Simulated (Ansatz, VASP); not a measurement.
Given: the input of a run of VASP 6.6.1 on Zn.

The input INCAR:

```
  PREC = Accurate
  ENCUT = 600
  EDIFF = 1E-6
  ISMEAR = -1
  SIGMA = 0.05
  LREAL = False
  LASPH = True
  NELM = 100
  ALGO = Normal
  ISIF = 3
  LWAVE = False
  LCHARG = False
  GGA = RP
  IVDW = 13
  IBRION = 2
  NSW = 60
  EDIFFG = -0.01
```

Contents of KPOINTS:

```
regular mesh
0
Gamma
  12 12 12
```

POSCAR

```
Zn
1.0
   -1.5690370000      1.5690370000      1.5690370000
    1.5690370000     -1.5690370000      1.5690370000
    1.5690370000      1.5690370000     -1.5690370000
Zn
1
Direct
    0.0000000000      0.0000000000      0.0000000000
```

Potentials or basis: VASP PAW PBE potentials, release 64 (Zn).

Launch:

```bash
$ cat potpaw_PBE.64/Zn/POTCAR > POTCAR
$ mpirun -np 1 vasp_std > vasp.out
```

Task: Set up the same calculation for Ansatz 0.2.0. Potentials there: Ansatz PAW.

Result: As run (the cutoff follows the program's own potentials):

The input input.yaml:

```yaml
crystal:
  lattice:
    - [-1.569037, 1.569037, 1.569037]
    - [1.569037, -1.569037, 1.569037]
    - [1.569037, 1.569037, -1.569037]
  atoms:
    - { symbol: Zn, position: [0.0, 0.0, 0.0] }
hamiltonian:
  xc: rpbe
  pseudopotentials: { kind: paw }
  dispersion: d4
kpoints:
  mp_grid: { grid: [12, 12, 12] }
scf:
  occupations: { method: fermi_dirac, width: 0.05 }
output:
  forces: true
  stress: true
  eigenvalues: true
relax:
  f_tol: 0.01
  max_steps: 40
  cell: { stress_tol: 0.05 }
```

Potentials or basis: Ansatz PAW.

The run is started by

```bash
$ ansatz run input.yaml --threads 2 --pin off --max-ram 5632MiB --backend cpu --events-out ev --progress --plain --runs-dir out
```

Both were run:

|  | VASP | Ansatz | Ansatz less VASP |
| --- | --- | --- | --- |
| gap on the k mesh at the Fermi level, each at its own relaxed structure (eV) | none | none | - |
| relaxed volume (Å³/atom) | 14.66 | 14.60 | -0.057 |
| relaxed cell length with the largest relative difference (Å) | 2.670 | 2.667 | -0.0035 |
| energy change over the relaxation (meV/atom) | -9 | -10 | -1.2 |

A gap of «none» marks a metal or a gap that the smearing closes.

Caveats: pairwise dispersion overbinds metals, which lowers pressure and volume; the PAW data sets were made with another functional, which shifts forces and pressure a little (VASP); the plane-wave basis is chosen anew once the cell has moved, so the energies of steps on either side of that aren't comparable (Ansatz); the PAW data sets come from PBE, with cores solved anew for the run's functional, which leaves a small shift of forces and pressure (Ansatz).
